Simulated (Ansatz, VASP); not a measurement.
# Ti in VASP and in Ansatz

INCAR

```
SYSTEM = Ti
PREC = Accurate
ENCUT = 520
EDIFF = 1E-7
ISMEAR = -1
SIGMA = 0.05
LREAL = .FALSE.
LASPH = .TRUE.
NELM = 60
ALGO = Normal
ISIF = 2
LWAVE = .FALSE.
LCHARG = .FALSE.
GGA = PS
NBANDS = 12
```

Contents of KPOINTS:

```
Automatic mesh
0
G
  11 11 11
  0 0 0
```

File POSCAR:

```
Ti
1.0
   -1.6410000000      1.6410000000      1.6410000000
    1.6410000000     -1.6410000000      1.6410000000
    1.6410000000      1.6410000000     -1.6410000000
Ti
1
Direct
    0.0000000000      0.0000000000      0.0000000000
```

Contents of input.yaml:

```yaml
crystal:
  lattice:
    - [-1.641, 1.641, 1.641]
    - [1.641, -1.641, 1.641]
    - [1.641, 1.641, -1.641]
  atoms:
    - { symbol: Ti, position: [0.0, 0.0, 0.0] }
hamiltonian:
  xc: pbesol
  pseudopotentials: { kind: paw }
kpoints:
  mp_grid: { grid: [11, 11, 11] }
scf:
  occupations: { method: fermi_dirac, width: 0.05 }
output:
  forces: true
  stress: true
  eigenvalues: true
  write_density: true
  write_potential: true
  elf: true
  volumetric_format: npy
```

This isn't the form of Ti at room conditions, which is hcp.

Alike in both runs: task single point; functional PBEsol; k mesh 11 × 11 × 11; occupations fermi-dirac, width 0.05 eV; no spin polarisation.

|  | VASP | Ansatz |
| --- | --- | --- |
| version | VASP 6.6.1 | Ansatz 0.2.0 |
| potentials or method | VASP PAW PBE potentials, release 64 (Ti_sv) | Ansatz PAW |
| plane-wave cutoff (eV) | 520 | 420 |
| valence electrons in the cell | 12 | 12 |

```tsv
	VASP	Ansatz	Ansatz less VASP
gap on the k mesh at the Fermi level (eV)	none	none	-
pressure (GPa)	-7.0	-6.8	+0.18
```

A gap of «none» marks a metal or a gap that the smearing closes. The functional is the same, so the differences come from potentials, cutoffs and numerics.

Caveats: the PAW data sets were made with another functional, which shifts forces and pressure a little (VASP); the PAW data sets come from PBE, with cores solved anew for the run's functional, which leaves a small shift of forces and pressure (Ansatz).
